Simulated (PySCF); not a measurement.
Species: C2H2Cl2.
Z-matrix (Å and degrees, PBE0-D3(BJ)/def2-SVP geometry), rows numbered from 1:
```
Cl
C   1  1.7194
C   2  1.3327  1  121.92
Cl  3  1.7194  2  121.92  1  -180.00
H   2  1.0922  1  115.08  3   180.00
H   3  1.0922  2  123.00  1    -0.00
```

Method: MP2 and CCSD/aug-cc-pVDZ in PySCF, restricted Hartree–Fock reference, 12 core orbitals frozen, non-relativistic, gas phase, PBE0-D3(BJ)/def2-SVP geometry.

E(HF) = -995.88605 Eh.

Task: How large is the problem?

Result: 118 basis functions and 48 electrons; 12 orbitals frozen, which leaves o = 12 correlated occupied and v = 94 virtual orbitals. That is o·v = 1128 singles and o·v(o·v + 1)/2 = 636756 distinct closed-shell doubles amplitudes before symmetry; the costliest CCSD step grows as o²v⁴ = 1.1 × 10^10.

Task: What are the MP2 and CCSD correlation energies?

Result: MP2 -0.5681 Eh and CCSD -0.6059 Eh, which gives totals of -996.45416 and -996.49194 Eh. That is 0.687 eV for each correlated electron at CCSD (1591 kJ/mol in all, 0.061 % of the total energy); MP2 gives 93.8 % of the CCSD value.

Task: What is the T1 diagnostic?

Result: 0.0106, below the customary warning level of 0.02. It is the norm of the spatial-orbital singles amplitudes over the root of the number of correlated electrons, so the norm is 0.052.

Connected triples and the basis-set limit are missing.

The job also held the EOM ionisation and excitation roots. On an Arm Neoverse V2 with one thread, no GPU, shared host, this took 8.3 min.
